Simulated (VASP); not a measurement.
ZnS: relaxation of the atoms with PBEsol

Crystal: ZnS.

```
CELL_PARAMETERS angstrom
0.00000 2.66234 2.66234
2.66234 0.00000 2.66234
2.66234 2.66234 0.00000
ATOMIC_POSITIONS crystal
Zn 0.25000 0.25000 0.25000
S 0.00000 0.00000 0.00000
```

The cell isn't the ideal one: a relaxed cell with its volume scaled by 0.98.

- Program: VASP 6.6.1
- Task: relaxation of the atoms
- Functional: PBEsol
- Potentials or basis: VASP PAW PBE potentials, release 64 (Zn, S)
- Cutoff: 600 eV
- k mesh: 10 × 10 × 10
- Occupations: gaussian, width 0.03 eV
- Spin: no spin polarisation
- Further INCAR settings: ALGO = Fast; EDIFF = 1e-07; IBRION = 2; EDIFFG = -0.01; NSW = 40

The pressure after relaxing is 1.7 GPa. The band gap on the k mesh is 2.17 eV, direct.

Final structure:
```
CELL_PARAMETERS angstrom
0.00000 2.66234 2.66234
2.66234 0.00000 2.66234
2.66234 2.66234 0.00000
ATOMIC_POSITIONS crystal
Zn 0.25000 0.25000 0.25000
S 0.00000 0.00000 0.00000
```

Levels at points of the mesh, in eV from the valence-band top:
```csv
k point,band 7,band 8,band 9,band 10,band 11,band 12
"(0.00, 0.00, 0.00)",0.00,0.00,0.00,2.17,6.27,6.27
"(0.50, 0.00, 0.00)",-5.65,-0.94,-0.94,3.28,6.80,6.80
"(0.50, 0.50, 0.00)",-4.78,-2.42,-2.42,3.14,3.95,11.16
```

Run time: 32 s on 1 thread of Intel(R) Xeon(R) Platinum 8559C (Emerald Rapids) (shared host), peak memory 0.17 GiB.

Caveat: the relaxation stopped at its first step, so nothing moved; the PAW data sets were made with another functional, which shifts forces and pressure a little.
